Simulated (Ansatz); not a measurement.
Two-dimensional strain map in InSb

Level of theory: DFT PBEsol, scalar-relativistic, plane waves, PAW in Ansatz 0.2.0. Settings: plane waves to 420 eV, k-mesh 14×14×14 (Γ-centred), Gaussian smearing 0.15 eV. No spin polarisation. Energies are free energies at this smearing, counted from the undisturbed cell; pressure is positive in compression.

Zero of the scan (as given, not relaxed at this level; it stands at -2.7 GPa; this rock-salt form isn't the usual structure):

```xyz
2
Lattice="0.0000 3.0735 3.0735 3.0735 0.0000 3.0735 3.0735 3.0735 0.0000" Properties=species:S:1:pos:R:3 pbc="T T T"
In    0.0000    0.0000    0.0000
Sb    3.0735    3.0735    3.0735
```

The cell is strained by p along both x and y and by q along z, fractional coordinates fixed. Points are written (p, q).

Energy above the undisturbed cell in meV/atom (a dash: not computed):

```csv
p \ q,-0.050,-0.025,0.000,0.025,0.050
-0.050,38.4,18.2,13.1,19.5,33.9
-0.025,1.8,–,-10.6,–,19.9
0.000,1.4,-6.5,0.0,16.5,40.0
0.025,27.5,–,35.7,–,84.8
0.050,72.6,74.3,89.8,–,146.5
```

Pressure in GPa:

```
 p \ q  -0.050  -0.025  0.000  0.025  0.050
-0.050     7.1     5.0    3.4    2.1    1.1
-0.025     3.0       –   -0.2      –   -2.1
 0.000     0.1    -1.5   -2.7   -3.6   -4.3
 0.025    -2.0       –   -4.5      –   -5.8
 0.050    -3.4    -4.7   -5.7      –   -6.9
```

Cost: 20 runs of about 4.5 core-minutes in all, on Intel Xeon Platinum 8259CL (Skylake/Cascade Lake) (shared hosts).